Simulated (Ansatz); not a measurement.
We consider cubic perovskite LaAlO3 (cubic high-temperature phase), described by r²SCAN (plane waves, PAW; Ansatz, an electronic-structure program).

Input:

Ansatz 0.2 input:
```yaml
crystal:
  lattice:
    - [3.8365952244, 0.0, 0.0]
    - [0.0, 3.8365952244, 0.0]
    - [0.0, 0.0, 3.8365952244]
  atoms:
    - { symbol: La, position: [0.0, 0.0, 0.0] }
    - { symbol: Al, position: [0.5, 0.5, 0.5] }
    - { symbol: O, position: [0.5, 0.0, 0.5] }
    - { symbol: O, position: [0.0, 0.5, 0.5] }
    - { symbol: O, position: [0.5, 0.5, 0.0] }
basis:
  ecutwfc: 560
  ecutrho_ratio: 4
  xc_grid: 3
kpoints:
  mp_grid: { grid: [10, 10, 10] }
hamiltonian:
  xc: r2scan
  dispersion: none
  pseudopotentials: { kind: paw }
scf:
  occupations: { method: fermi_dirac, width: 0.01 }
  convergence: { dr2_threshold: 0.0000000005 }
output:
  forces: true
  stress: true
  eigenvalues: true
```

Output (set-up and result lines):

```
Crystal: 5 atoms, lattice volume = 56.473 Å³
Basis set: ecut = 560 eV, 1743 PW (Γ), exchange–correlation on 90×90×90 points (27 copies of the dense FFT grid, shifted against one another)
Bands: 21, of which v1, the nominal top of the filled ones, is band 16 counted from 1 (15 counted from 0)
Symmetry: 48 space group operations
Space group: Pm-3m (ITA 221), of the structure as read, at distance tolerance 3.8e-5 Å
k-points: 56 of 1000
Functional: x = r2scan, c = r2scan; τ floored in thin density (d = 2e-4 eV/Å³)
SCF iter   1: F=—  HF=-8520.847168 eV  |F-HF|=—  |Δ(HF+E_count)|=         —  Δρ=1.31e-2  dr2=1.30e-1  dr2_τ=2.44e-1
SCF iter   2: F=—  HF=-8521.066985 eV  |F-HF|=—  |Δ(HF+E_count)|=   2.20e-1  Δρ=6.47e-3  dr2=2.04e-2  dr2_τ=2.25e-3
  ...
SCF iter   8: F=—  HF=-8521.062571 eV  |F-HF|=—  |Δ(HF+E_count)|=   2.38e-8  Δρ=1.67e-6  dr2=1.71e-9  dr2_τ=4.14e-11
SCF iter   9: F=-8521.062571 eV  HF=-8521.062571 eV  |F-HF|=1.27e-11  |Δ(HF+E_count)|=  3.84e-10  Δρ=1.43e-7  dr2=1.72e-11  dr2_τ=3.42e-13
SCF 1 converged in 9 iterations: F = -8521.062571 eV  dr2 = 1.72e-11
SCF converged after 9 iterations
Free energy (F): -8521.062571 eV
Internal energy: -8521.062571 eV  (E = F + TS)
E sigma→0 (E₀):  -8521.062571 eV
Fermi energy:    12.638331 eV
--- Forces (eV/Å), atoms counted from 1 ---
  atom   1  La    -0.00000000     0.00000000     0.00000000
  atom   2  Al     0.00000000    -0.00000000    -0.00000000
  atom   3  O      0.00000000    -0.00000000     0.00000000
  atom   4  O      0.00000000    -0.00000000    -0.00000000
  atom   5  O      0.00000000    -0.00000000    -0.00000000
--- Stress (GPa, compression-positive) ---
       -7.646352       0.000000       0.000000
       -0.000000      -7.646352       0.000000
        0.000000       0.000000      -7.646352
  P = ⅓ Tr σ = -7.6464 GPa (-76.464 kbar)
```

The cell is one volume of an energy–volume scan, off the minimum.

The PAW data were made under PBE.

Note: held by symmetry at 0 K, a high-temperature phase can be a saddle point.
